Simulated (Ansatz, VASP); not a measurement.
**One calculation of Ca, two programs**

```
CELL_PARAMETERS angstrom
-2.26948 2.26948 2.26948
2.26948 -2.26948 2.26948
2.26948 2.26948 -2.26948
ATOMIC_POSITIONS crystal
Ca 0.00000 0.00000 0.00000
```

Change from the starting cell: volume scaled by 1.04.

Alike in both runs: task single point; functional PBE; k mesh 8 × 8 × 8; occupations fermi-dirac, width 0.05 eV; no spin polarisation.

```csv
,VASP,Ansatz
version,VASP 6.6.1,Ansatz 0.2.0
potentials or method,"VASP PAW PBE potentials, release 64 (Ca_sv)",Ansatz PAW
plane-wave cutoff (eV),520,420
valence electrons in the cell,10,10
```

|  | VASP | Ansatz | Ansatz less VASP |
| --- | --- | --- | --- |
| gap on the k mesh at the Fermi level (eV) | none | none | - |
| pressure (GPa) | -1.5 | -1.5 | -0.01 |

A gap of «none» marks a metal or a gap that the smearing closes.
